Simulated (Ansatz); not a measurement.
**MgO: the cell at several levels of theory**

An exercise on one series of results from a longer session: the logs are not shown, and one member is left open.

The runs shown are made with Ansatz 0.2.0. PAW datasets, plane waves, zero pressure. (Calculated; spin-unpolarised; the phase may be known or hypothetical.)

## Starting point

This is the cell as the run starts from it, not yet at rest; its lengths are not the crystal's.

It is hexagonal, P6_3mc (No. 186); a = 3.067 Å, c = 5.009 Å in the conventional setting, 10.20 Å³ an atom. Mg has 4 O at 1.88 Å; O has 4 Mg at 1.88 Å.

The structure in full:

```cif
data_structure
_symmetry_space_group_name_H-M 'P6_3mc'
_symmetry_Int_Tables_number 186
_cell_length_a 3.0673
_cell_length_b 3.0673
_cell_length_c 5.0088
_cell_angle_alpha 90.000
_cell_angle_beta 90.000
_cell_angle_gamma 120.000
_cell_volume 40.81
loop_
_atom_site_label
_atom_site_type_symbol
_atom_site_symmetry_multiplicity
_atom_site_Wyckoff_symbol
_atom_site_fract_x
_atom_site_fract_y
_atom_site_fract_z
_atom_site_occupancy
Mg1 Mg 2 b 0.33333 0.66667 0.00000 1
O1 O 2 b 0.33333 0.66667 0.37500 1
```

Set-up of the first run:

input.yaml

```yaml
crystal:
  lattice:
    - [3.0672510559, 0.0, 0.0]
    - [-1.533625528, 2.6563173342, 0.0]
    - [0.0, 0.0, 5.0088209743]
  atoms:
    - { symbol: Mg, position: [0.3333333333, 0.6666666667, 0.0] }
    - { symbol: Mg, position: [0.6666666667, 0.3333333333, 0.5] }
    - { symbol: O, position: [0.3333333333, 0.6666666667, 0.375] }
    - { symbol: O, position: [0.6666666667, 0.3333333333, 0.875] }
kpoints:
  mp_grid: { grid: [12, 12, 6] }
hamiltonian:
  xc: pbe
scf:
  occupations: { method: fermi_dirac, width: 0.02 }
relax:
  f_tol: 0.005
  cell: {}
```

Started as:

```sh
$ ansatz run input.yaml --threads 2 --pin off --max-ram 2211MiB --backend cpu --events-out ev --progress --plain --runs-dir out
```

Steps of the session up to this table: PBE: cell and atoms; r2SCAN: cell and atoms; Relaxation with PBEsol; Relaxation with LDA; Relaxation with HSE06.

One table of the session follows, with a row left open; its other results are not shown here.

It belongs to the step «The cells side by side». 

| level | a (Å) | c (Å) | volume (Å³/atom) |
| --- | --- | --- | --- |
| PBE | 3.314 | 5.124 | 12.183 |
| r2SCAN | 3.288 | 5.034 | 11.785 |
| PBEsol | 3.302 | 5.024 | 11.861 |
| LDA | ? | ? | ? |
| HSE06 | 3.285 | 5.046 | 11.791 |

Estimate the missing values for LDA.

As computed: a (Å): 3.271; c (Å): 4.921; volume (Å³/atom): 11.399. In the column «a (Å)» it is the lowest.

What this shows: From the start to the first minimum the volume moved by +19.4 %. LDA gives the smallest cell and PBE the largest; they differ by 6.9 % in volume, a mean of 2.2 % in length. The meshes differ: PBE 12×12×6, r2SCAN 12×12×4, PBEsol 12×12×4, LDA 12×12×4, HSE06 6×6×4.
